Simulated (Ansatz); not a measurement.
# Zr2B3: from a guess to a relaxed structure, part 2 of 2

The task: take a trial cell of Zr2B3 to zero force and stress.

Ansatz 0.2.0; DFT PBE, scalar-relativistic, plane waves, PAW. Earlier steps stand in the parts before.

### 4 Spin check on a coarse mesh

Contents of input.yaml:

```yaml
crystal:
  lattice:
    - [4.2195359464, 0.0, 0.0]
    - [0.0, 4.2195359464, 0.0]
    - [0.0, 0.0, 4.2195359464]
  atoms:
    - { symbol: Zr, position: [0.0, 0.0, 0.0], spin: 1.0 }
    - { symbol: Zr, position: [0.5, 0.5, 0.5], spin: 1.0 }
    - { symbol: B, position: [0.5, 0.0, 0.0] }
    - { symbol: B, position: [0.0, 0.5, 0.0] }
    - { symbol: B, position: [0.0, 0.0, 0.5] }
basis:
  ecutwfc: 420
kpoints:
  mp_grid: { grid: [4, 4, 4] }
hamiltonian:
  xc: pbe
scf:
  occupations: { method: gaussian, width: 0.1 }
  lower_state_search: "off"
output:
  forces: true
  stress: true
  eigenvalues: true
  populations: true
magnetization:
  spin_polarized: true
```

Started as:

```console
> ansatz run input.yaml --threads 1 --pin off --max-ram 2560MiB --backend cpu --events-out ev --progress --plain --runs-dir out
```

Standard output, cut to the lines that bear on the results:

```text
[...]
SCF converged after 14 iterations
Magnetization: -0.0000 μB (16.5000 up, 16.5000 down)
Absolute magnetization: 0.0000 μB (∫|ρ↑−ρ↓|, with the PAW one-centre terms)
Spin contamination: 0.0000 ħ² per cell (⟨S²⟩ above its minimum at these occupations)
Per-site moments (μB) at R_I (Å): [(-1.458311573255363e-6, 0.870279288945), (1.9293986412205544e-6, 1.2307607734784325), (-3.5267269378752123e-7, 0.870279288945), (-3.526726936588111e-7, 0.870279288945), (-3.5267269369606004e-7, 0.870279288945)]
Free energy (F): -8830.481903 eV
[...]
E sigma→0 (E₀):  -8830.480027 eV
Entropy (-TS):   -0.003752 eV (-0.750 meV/atom)
Fermi energy:    11.237138 eV
[...]
--- Forces (eV/Å), atoms counted from 1 ---
  atom   1  Zr    -0.00000000    -0.00000000    -0.00000000
  atom   2  Zr     0.00000000    -0.00000000     0.00000000
  atom   3  B     -0.00000000    -0.00000000    -0.00000000
  atom   4  B      0.00000000     0.00000000     0.00000000
  atom   5  B      0.00000000    -0.00000000    -0.00000000
[...]
--- Stress (GPa, compression-positive) ---
        0.192846      -0.000000      -0.000000
        0.000000       0.192846       0.000000
        0.000000       0.000000       0.192846
  P = ⅓ Tr σ = 0.1928 GPa (1.928 kbar)
--- Band table (eV; the first three rows and the last of 20) ---
  k-point 0 ↑: bands = ["-39.2826", "-36.0493", "-17.1677", "-17.1677", "-17.1677", "-14.5509", "-14.5509", "-14.5509", "1.8365", "4.8420", "4.8420", "9.9319", "9.9319", "9.9319", "11.1242", "11.1242", "11.1242", "11.6621", "11.6621", "12.5566", "12.5566", "12.5566", "14.0905"]
[...]
--- Löwdin populations: 5 sites ---
  site symbol       q [e]    m [muB]
     0     Zr     11.9668    -0.0000
     1     Zr     10.9031     0.0000
     2      B      3.3568    -0.0000
     3      B      3.3568    -0.0000
     4      B      3.3568    -0.0000
  spilling = 0.001813 (of n_electrons = 33.000000)
```

Run time: 4.7 s. Hardware: 1 thread of Intel Xeon at 2.70GHz, shared host; peak memory 0.36 GiB.

Per atom:

| atom | Löwdin electrons |
| --- | --- |
| Zr1 | 11.97 |
| Zr2 | 10.90 |
| B3 | 3.36 |
| B4 | 3.36 |
| B5 | 3.36 |

The same cell is solved with trial moments on Zr. The largest site moment that stays is 0.00 μB and the cell's total 0.00 μB. The workflow keeps spin only above 0.25 μB on a site, so the next run goes without spin.

### 5 Relaxation on the finer mesh

The end of the coarse run is made exact in the group found at a tolerance of 0.06 Å and reduced to its primitive cell.

Contents of input.yaml:

```yaml
crystal:
  lattice:
    - [4.2195359464, 0.0, 0.0]
    - [0.0, 4.2195359464, 0.0]
    - [0.0, 0.0, 4.2195359464]
  atoms:
    - { symbol: Zr, position: [0.0, 0.0, 0.0] }
    - { symbol: Zr, position: [0.5, 0.5, 0.5] }
    - { symbol: B, position: [0.5, 0.0, 0.0] }
    - { symbol: B, position: [0.0, 0.5, 0.0] }
    - { symbol: B, position: [0.0, 0.0, 0.5] }
basis:
  ecutwfc: 420
kpoints:
  mp_grid: { grid: [10, 10, 10] }
hamiltonian:
  xc: pbe
scf:
  occupations: { method: gaussian, width: 0.1 }
output:
  forces: true
  stress: true
  eigenvalues: true
relax:
  adjacent_minimum: "off"
  f_tol: 0.01
  max_steps: 80
  cell: { stress_tol: 0.05 }
```

Started as:

```console
> ansatz run input.yaml --threads 1 --pin off --max-ram 2560MiB --backend cpu --events-out ev --progress --plain --runs-dir out
```

Standard output, cut to the lines that bear on the results:

```text
Warning: RAYON_NUM_THREADS=1 ignored (pool sized by the plan → 1); use --threads N
[...]
[... 4 set-up lines as earlier in the session ...]
[...]
Crystal: 5 atoms, lattice volume = 75.127 Å³
Basis set: ecut = 420 eV, 1419 PW (Γ), exchange–correlation on 60×60×60 points (8 copies of the dense FFT grid, shifted against one another)
Bands: 22, of which v1, the nominal top of the filled ones, is band 17 counted from 1 (16 counted from 0)
[... 1 set-up line as earlier in the session ...]
Space group: Pm-3m (ITA 221), of the structure as read, at distance tolerance 4.2e-5 Å
k-points: 56 of 1000
[...]
SCF iter   1: F=—  HF=-8830.503144 eV  |F-HF|=—  |Δ(HF+E_count)|=         —  Δρ=4.72e-3  dr2=1.17e-2  ethr=1.77e-3  ⟨swp⟩=4.6  Hψ=4940  notcnv=0
[...]
        0.000000      -0.006558       0.000000
       -0.000000       0.000000      -0.006558
  P = ⅓ Tr σ = -0.0066 GPa (-0.066 kbar)
--- Band table (eV; the first three rows and the last of 56) ---
[... band rows left out ...]
[...]
--- Relaxed structure (2 steps of the walk, 2 accepted, 1 SCFs on fresh bases) ---
  F+E_penalty+E_count = -8830.50503959 eV   max|allowed force component| = 9.078e-30 eV/Å   (the final SCF, on the basis selected at the relaxed cell)
  cell:  # Å, volume = 75.3134 Å³
    - [4.223028784131642, -3.209883240645393e-35, 3.209883240645393e-35]
    - [-9.62964972193618e-35, 4.223028784131642, -4.012354050806741e-36]
    - [3.209883240645393e-35, -4.012354050806741e-36, 4.223028784131642]
  atoms:
    - { symbol: Zr, position: [9.128633901225038e-36, -2.2821584753062602e-36, -3.8035974588437664e-36] }
    - { symbol: Zr, position: [0.5, 0.5, 0.5] }
    - { symbol: B, position: [0.5, 1.5214389835375065e-36, -3.8035974588437664e-36] }
    - { symbol: B, position: [-4.4121730522587694e-35, 0.5, -3.8035974588437664e-36] }
    - { symbol: B, position: [-2.890734068721263e-35, -2.2821584753062602e-36, 0.5] }
```

Wall time 18 s (1 thread of Intel Xeon at 2.70GHz, shared host); peak memory 0.42 GiB.

Relaxation path:

```csv
step,energy from step 1 (eV/cell),largest force component (eV/Å),pressure (GPa),volume (Å³)
1,0.0000,0.0000,0.25,75.13
2,0.0000,0.0000,-0.01,75.31
3,-0.0001,0.0000,-0.01,75.31
```

Step 1 is the start. Step 3 repeats the geometry before it on a plane-wave basis chosen anew for that cell, so its energy need not be comparable with the rows above.

|  | before | after | change |
| --- | --- | --- | --- |
| a (Å) | 4.220 | 4.223 | +0.1 % |
| b (Å) | 4.220 | 4.223 | +0.1 % |
| c (Å) | 4.220 | 4.223 | +0.1 % |
| volume (Å³/atom) | 15.03 | 15.06 | +0.2 % |
| shortest distance (Å) | 2.110 | 2.112 | +0.1 % |
| space group (0.01 Å) | Pm-3m | Pm-3m | same |

The run keeps the 48 symmetry operations of the start, so it could not have lowered the symmetry.

### 6 Changing settings: mixing.algorithm msr1, mixing.beta 0.05

Contents of input.yaml:

```yaml
crystal:
  lattice:
    - [4.2230287841, 0.0, 0.0]
    - [0.0, 4.2230287841, 0.0]
    - [0.0, 0.0, 4.2230287841]
  atoms:
    - { symbol: Zr, position: [0.0, 0.0, 0.0] }
    - { symbol: Zr, position: [0.5, 0.5, 0.5] }
    - { symbol: B, position: [0.5, 0.0, 0.0] }
    - { symbol: B, position: [0.0, 0.5, 0.0] }
    - { symbol: B, position: [0.0, 0.0, 0.5] }
basis:
  ecutwfc: 420
kpoints:
  mp_grid: { grid: [10, 10, 10] }
hamiltonian:
  xc: pbe
scf:
  occupations: { method: gaussian, width: 0.1 }
  mixing: { algorithm: msr1, beta: 0.05 }
output:
  forces: true
  eigenvalues: true
  stress: true
```

Started as:

```console
> ansatz run input.yaml --threads 1 --pin off --max-ram 2560MiB --backend cpu --events-out ev --progress --plain --runs-dir out
```

Standard output, cut to the lines that bear on the results:

```text
Warning: RAYON_NUM_THREADS=1 ignored (pool sized by the plan → 1); use --threads N
[...]
[... 4 set-up lines as earlier in the session ...]
[...]
Crystal: 5 atoms, lattice volume = 75.313 Å³
Basis set: ecut = 420 eV, 1419 PW (Γ), exchange–correlation on 60×60×60 points (8 copies of the dense FFT grid, shifted against one another)
Bands: 22, of which v1, the nominal top of the filled ones, is band 17 counted from 1 (16 counted from 0)
[... 2 set-up lines as earlier in the session ...]
k-points: 56 of 1000
[...]
SCF iter   1: F=—  HF=-8830.503225 eV  |F-HF|=—  |Δ(HF+E_count)|=         —  Δρ=4.68e-3  dr2=1.15e-2  ethr=1.77e-3  ⟨swp⟩=4.6  Hψ=4945  notcnv=0
[...]
SCF iter   7: F=-8830.505040 eV  HF=-8830.505040 eV  |F-HF|=2.18e-10  |Δ(HF+E_count)|=   1.96e-8  Δρ=1.78e-6  dr2=2.19e-9  ethr=1.70e-10  ⟨swp⟩=2.1  Hψ=3775  notcnv=0
[...]
SCF converged after 7 iterations
Free energy (F): -8830.505040 eV
[...]
E sigma→0 (E₀):  -8830.502355 eV
Entropy (-TS):   -0.005370 eV (-1.074 meV/atom)
Fermi energy:    11.070542 eV
[...]
--- Forces (eV/Å), atoms counted from 1 ---
  atom   1  Zr    -0.00000000    -0.00000000    -0.00000000
  atom   2  Zr     0.00000000    -0.00000000    -0.00000000
  atom   3  B     -0.00000000    -0.00000000    -0.00000000
  atom   4  B      0.00000000     0.00000000     0.00000000
  atom   5  B      0.00000000     0.00000000     0.00000000
[...]
--- Stress (GPa, compression-positive) ---
       -0.006537       0.000000       0.000000
        0.000000      -0.006537       0.000000
       -0.000000       0.000000      -0.006537
  P = ⅓ Tr σ = -0.0065 GPa (-0.065 kbar)
--- Band table (eV; the first three rows and the last of 56) ---
[... band rows left out ...]
[...]
```

It took 7 s on 1 thread of Intel Xeon at 2.70GHz, shared host; peak memory 0.39 GiB.

| run | ending | energy change | pressure (GPa) | gap (eV) | force (eV/Å) | cycles | time |
| --- | --- | --- | --- | --- | --- | --- | --- |
| step 5 | converged | 0 | 0.0 | 0.00 | 0.00 | - | 18 s |
| variant | converged | 0.0 meV/atom | 0.0 | 0.00 | 0.00 | 7 | 7 s |

With the changed mixing the energy agrees within 0.5 meV/atom.

### 7 What came out

This closing draws on all 2 parts. Changes of volume or cell count from the first structure of part 1.

| quantity | value |
| --- | --- |
| symmetry at the end (tolerance 0.05 Å) | space group Pm-3m (No. 221) |
| conventional cell | a = 4.223 Å, b = 4.223 Å, c = 4.223 Å, α = 90.00°, β = 90.00°, γ = 90.00° |
| volume | 15.06 Å³/atom |
| energy over the elements | +0.98 eV/atom |
| gap on the mesh | none (metal) |

**Reading.** The space group Pm-3m (No. 221) is kept, and the volume per atom grows by 17.9 % from the first guess. With a positive formation energy it can't be a ground state. No finished test with a distortion of lower symmetry is shown, so the end may be a saddle point. Other magnetic orders were not searched.
